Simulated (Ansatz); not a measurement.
Born–Oppenheimer molecular dynamics of a periodic cell of 17 atoms, Ge16H (host Ge, host structure diamond, interstitial H). It goes on from the last frame of an earlier run, with new velocities.

Computed with DFT PBE, scalar-relativistic, plane waves, PAW in Ansatz 0.2.0. Settings: accuracy low, cutoff 420 eV, k mesh 2x2x2, fermi-dirac smearing 0.15 eV, no spin polarisation.

```yaml
ensemble: NVT, Langevin thermostat
time_step: 0.5 fs
steps_asked: 110
set_temperature: 1680 K
friction: 0.05 /fs
seed: 406557
```

Frames 0.5 fs apart, positions in Å.

Velocities at 15.0 fs (Å/ps):

```
Ge 2.10 -2.08 1.47
Ge 0.53 -3.63 -1.32
Ge 2.32 2.59 -5.75
Ge -4.22 0.98 6.46
Ge -4.24 -2.52 -1.70
Ge 4.58 -2.34 -4.07
Ge -3.37 -4.89 -2.36
Ge -7.95 -0.46 2.38
Ge 3.11 5.88 -7.23
Ge 0.81 -6.69 5.48
Ge -0.93 0.56 6.18
Ge 4.55 0.38 6.63
Ge 0.93 -1.51 7.31
Ge 2.56 -0.99 0.72
Ge 4.77 0.73 -3.70
Ge -5.84 4.68 -4.51
H 2.34 -56.60 -44.77
```

```xyz
17
Lattice="0.0000 5.6600 5.6600 5.6600 0.0000 5.6600 5.6600 5.6600 0.0000" Properties=species:S:1:pos:R:3 time_fs=15.0 energy_less_start_eV=-0.044 T=1436
Ge 0.013 -0.201 0.040
Ge 1.304 1.377 1.324
Ge 2.836 2.779 0.044
Ge 4.177 4.245 1.597
Ge 2.696 0.132 2.934
Ge 4.269 1.327 4.365
Ge 5.726 2.773 2.801
Ge 7.029 4.020 4.257
Ge -0.033 2.988 2.487
Ge 1.395 4.120 4.128
Ge 2.812 5.731 2.950
Ge 4.441 7.063 4.108
Ge 2.838 2.696 5.649
Ge 3.775 4.615 6.648
Ge 5.809 5.656 5.634
Ge 7.236 7.116 7.169
H 2.560 5.821 5.845
17
Lattice="0.0000 5.6600 5.6600 5.6600 0.0000 5.6600 5.6600 5.6600 0.0000" Properties=species:S:1:pos:R:3 time_fs=15.5 energy_less_start_eV=-0.068 T=1446
Ge 0.014 -0.202 0.041
Ge 1.304 1.375 1.324
Ge 2.838 2.780 0.041
Ge 4.174 4.245 1.601
Ge 2.694 0.131 2.934
Ge 4.271 1.326 4.363
Ge 5.725 2.770 2.800
Ge 7.025 4.020 4.259
Ge -0.032 2.991 2.484
Ge 1.395 4.117 4.130
Ge 2.811 5.732 2.952
Ge 4.444 7.063 4.112
Ge 2.838 2.696 5.653
Ge 3.776 4.614 6.648
Ge 5.812 5.655 5.632
Ge 7.233 7.119 7.167
H 2.565 5.792 5.823
17
Lattice="0.0000 5.6600 5.6600 5.6600 0.0000 5.6600 5.6600 5.6600 0.0000" Properties=species:S:1:pos:R:3 time_fs=16.0 energy_less_start_eV=-0.099 T=1462
Ge 0.014 -0.201 0.043
Ge 1.304 1.373 1.323
Ge 2.839 2.781 0.037
Ge 4.171 4.245 1.604
Ge 2.693 0.130 2.932
Ge 4.273 1.325 4.360
Ge 5.723 2.768 2.799
Ge 7.022 4.020 4.260
Ge -0.030 2.993 2.481
Ge 1.396 4.114 4.132
Ge 2.811 5.732 2.955
Ge 4.446 7.063 4.115
Ge 2.839 2.696 5.656
Ge 3.777 4.614 6.649
Ge 5.815 5.655 5.630
Ge 7.229 7.122 7.165
H 2.576 5.758 5.805
17
Lattice="0.0000 5.6600 5.6600 5.6600 0.0000 5.6600 5.6600 5.6600 0.0000" Properties=species:S:1:pos:R:3 time_fs=16.5 energy_less_start_eV=-0.134 T=1313
Ge 0.013 -0.200 0.044
Ge 1.303 1.371 1.323
Ge 2.840 2.783 0.035
Ge 4.168 4.245 1.607
Ge 2.691 0.129 2.930
Ge 4.274 1.326 4.359
Ge 5.722 2.766 2.798
Ge 7.019 4.020 4.262
Ge -0.030 2.995 2.478
Ge 1.395 4.111 4.134
Ge 2.810 5.732 2.958
Ge 4.448 7.063 4.117
Ge 2.840 2.696 5.658
Ge 3.779 4.613 6.650
Ge 5.817 5.654 5.628
Ge 7.225 7.125 7.163
H 2.592 5.717 5.788
17
Lattice="0.0000 5.6600 5.6600 5.6600 0.0000 5.6600 5.6600 5.6600 0.0000" Properties=species:S:1:pos:R:3 time_fs=17.0 energy_less_start_eV=-0.172 T=1318
Ge 0.012 -0.199 0.044
Ge 1.303 1.370 1.323
Ge 2.842 2.783 0.032
Ge 4.166 4.246 1.611
Ge 2.689 0.129 2.928
Ge 4.274 1.326 4.357
Ge 5.720 2.764 2.797
Ge 7.016 4.020 4.265
Ge -0.030 2.997 2.476
Ge 1.395 4.107 4.137
Ge 2.810 5.732 2.961
Ge 4.450 7.063 4.120
Ge 2.841 2.696 5.660
Ge 3.780 4.612 6.650
Ge 5.820 5.654 5.626
Ge 7.221 7.128 7.161
H 2.611 5.674 5.772
17
Lattice="0.0000 5.6600 5.6600 5.6600 0.0000 5.6600 5.6600 5.6600 0.0000" Properties=species:S:1:pos:R:3 time_fs=17.5 energy_less_start_eV=-0.208 T=1502
Ge 0.011 -0.198 0.045
Ge 1.302 1.369 1.322
Ge 2.842 2.784 0.029
Ge 4.164 4.245 1.614
Ge 2.687 0.128 2.926
Ge 4.275 1.326 4.355
Ge 5.718 2.762 2.796
Ge 7.013 4.021 4.268
Ge -0.030 2.999 2.474
Ge 1.396 4.105 4.140
Ge 2.810 5.732 2.965
Ge 4.452 7.064 4.122
Ge 2.842 2.695 5.662
Ge 3.782 4.610 6.649
Ge 5.823 5.653 5.623
Ge 7.218 7.131 7.159
H 2.635 5.631 5.756
17
Lattice="0.0000 5.6600 5.6600 5.6600 0.0000 5.6600 5.6600 5.6600 0.0000" Properties=species:S:1:pos:R:3 time_fs=18.0 energy_less_start_eV=-0.239 T=1431
Ge 0.011 -0.197 0.046
Ge 1.300 1.368 1.321
Ge 2.843 2.784 0.025
Ge 4.162 4.245 1.617
Ge 2.685 0.126 2.924
Ge 4.275 1.327 4.353
Ge 5.716 2.759 2.794
Ge 7.011 4.022 4.270
Ge -0.031 3.001 2.473
Ge 1.396 4.101 4.142
Ge 2.810 5.732 2.968
Ge 4.454 7.065 4.125
Ge 2.845 2.695 5.665
Ge 3.784 4.608 6.649
Ge 5.825 5.653 5.621
Ge 7.216 7.134 7.156
H 2.660 5.591 5.741
17
Lattice="0.0000 5.6600 5.6600 5.6600 0.0000 5.6600 5.6600 5.6600 0.0000" Properties=species:S:1:pos:R:3 time_fs=18.5 energy_less_start_eV=-0.260 T=1408
Ge 0.010 -0.197 0.047
Ge 1.299 1.367 1.319
Ge 2.844 2.785 0.022
Ge 4.160 4.244 1.621
Ge 2.683 0.124 2.923
Ge 4.276 1.329 4.351
Ge 5.713 2.756 2.793
Ge 7.009 4.022 4.274
Ge -0.032 3.003 2.473
Ge 1.396 4.099 4.145
Ge 2.810 5.732 2.971
Ge 4.455 7.067 4.127
Ge 2.848 2.694 5.667
Ge 3.786 4.606 6.649
Ge 5.827 5.652 5.619
Ge 7.213 7.136 7.154
H 2.687 5.556 5.722
17
Lattice="0.0000 5.6600 5.6600 5.6600 0.0000 5.6600 5.6600 5.6600 0.0000" Properties=species:S:1:pos:R:3 time_fs=19.0 energy_less_start_eV=-0.276 T=1293
Ge 0.009 -0.197 0.049
Ge 1.298 1.366 1.317
Ge 2.845 2.785 0.020
Ge 4.158 4.244 1.624
Ge 2.682 0.121 2.921
Ge 4.276 1.332 4.350
Ge 5.710 2.754 2.792
Ge 7.008 4.021 4.277
Ge -0.032 3.006 2.473
Ge 1.395 4.096 4.147
Ge 2.810 5.731 2.974
Ge 4.456 7.068 4.130
Ge 2.851 2.693 5.670
Ge 3.788 4.604 6.648
Ge 5.827 5.652 5.617
Ge 7.211 7.138 7.152
H 2.718 5.526 5.701
17
Lattice="0.0000 5.6600 5.6600 5.6600 0.0000 5.6600 5.6600 5.6600 0.0000" Properties=species:S:1:pos:R:3 time_fs=19.5 energy_less_start_eV=-0.288 T=1265
Ge 0.008 -0.197 0.051
Ge 1.297 1.366 1.316
Ge 2.845 2.785 0.019
Ge 4.156 4.243 1.627
Ge 2.680 0.118 2.919
Ge 4.276 1.335 4.347
Ge 5.708 2.751 2.790
Ge 7.006 4.021 4.280
Ge -0.033 3.008 2.473
Ge 1.395 4.093 4.149
Ge 2.809 5.731 2.976
Ge 4.456 7.069 4.132
Ge 2.853 2.693 5.671
Ge 3.790 4.602 6.647
Ge 5.828 5.652 5.616
Ge 7.209 7.140 7.150
H 2.753 5.501 5.681
17
Lattice="0.0000 5.6600 5.6600 5.6600 0.0000 5.6600 5.6600 5.6600 0.0000" Properties=species:S:1:pos:R:3 time_fs=20.0 energy_less_start_eV=-0.294 T=1380
Ge 0.008 -0.198 0.053
Ge 1.296 1.366 1.314
Ge 2.845 2.786 0.018
Ge 4.154 4.243 1.631
Ge 2.679 0.116 2.917
Ge 4.275 1.338 4.345
Ge 5.704 2.748 2.788
Ge 7.005 4.020 4.284
Ge -0.033 3.010 2.474
Ge 1.395 4.090 4.152
Ge 2.809 5.731 2.978
Ge 4.455 7.070 4.135
Ge 2.856 2.693 5.672
Ge 3.791 4.601 6.646
Ge 5.830 5.651 5.615
Ge 7.207 7.142 7.147
H 2.794 5.479 5.663
17
Lattice="0.0000 5.6600 5.6600 5.6600 0.0000 5.6600 5.6600 5.6600 0.0000" Properties=species:S:1:pos:R:3 time_fs=20.5 energy_less_start_eV=-0.291 T=1371
Ge 0.008 -0.199 0.055
Ge 1.295 1.365 1.312
Ge 2.845 2.787 0.018
Ge 4.151 4.242 1.635
Ge 2.677 0.114 2.916
Ge 4.275 1.341 4.344
Ge 5.700 2.745 2.786
Ge 7.003 4.019 4.287
Ge -0.034 3.012 2.474
Ge 1.395 4.088 4.154
Ge 2.809 5.730 2.981
Ge 4.455 7.071 4.138
Ge 2.859 2.692 5.673
Ge 3.792 4.599 6.645
Ge 5.831 5.651 5.614
Ge 7.205 7.144 7.144
H 2.840 5.458 5.648
```

Of the whole run (55 fs, mean temperature of the second half 1489 K): The mean temperature of the second half is 11 % below the set value. A run of 0.055 ps of so small a system gives no equilibrium averages. Limits of this set-up: coarse k mesh, odd electron count without spin, low accuracy level.

The run took 16 min on 2 threads of Arm Neoverse V2 (shared host), peak memory 1.2 GiB.
